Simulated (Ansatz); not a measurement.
# In: single point with PBE

Crystal: In.

```
In
1.0
    -1.62547    1.62547    2.47370
     1.62547   -1.62547    2.47370
     1.62547    1.62547   -2.47370
In
1
Direct
  0.00000 0.00000 0.00000
```

* Program: Ansatz 0.2.0
* Task: single point
* Functional: PBE
* Potentials or basis: Ansatz PAW
* Cutoff: 420 eV (not typed: the program's choice for these potentials)
* k mesh: 11 × 11 × 11
* Occupations: gaussian, width 0.015 eV
* Spin: no spin polarisation

| Quantity | Value |
| --- | --- |
| Pressure | 2.0 GPa |
| Band gap on the k mesh | none (metal or under the smearing width) |

Stress tensor (GPa, compression positive):
```
2.23 0.00 0.00
0.00 2.23 0.00
0.00 0.00 1.58
```

Levels at points of the mesh, in eV from the Fermi level:
```tsv
k point	band 2	band 3	band 4	band 5	band 6	band 7	band 8	band 9	band 10	band 11
(0.00, 0.00, 0.00)	-14.64	-14.64	-14.56	-14.46	-9.59	10.51	10.51	10.68	11.53	13.91
```

Wall time 1.3 s on 2 threads of Arm Neoverse V1, with other jobs on the host, peak memory 0.31 GiB.
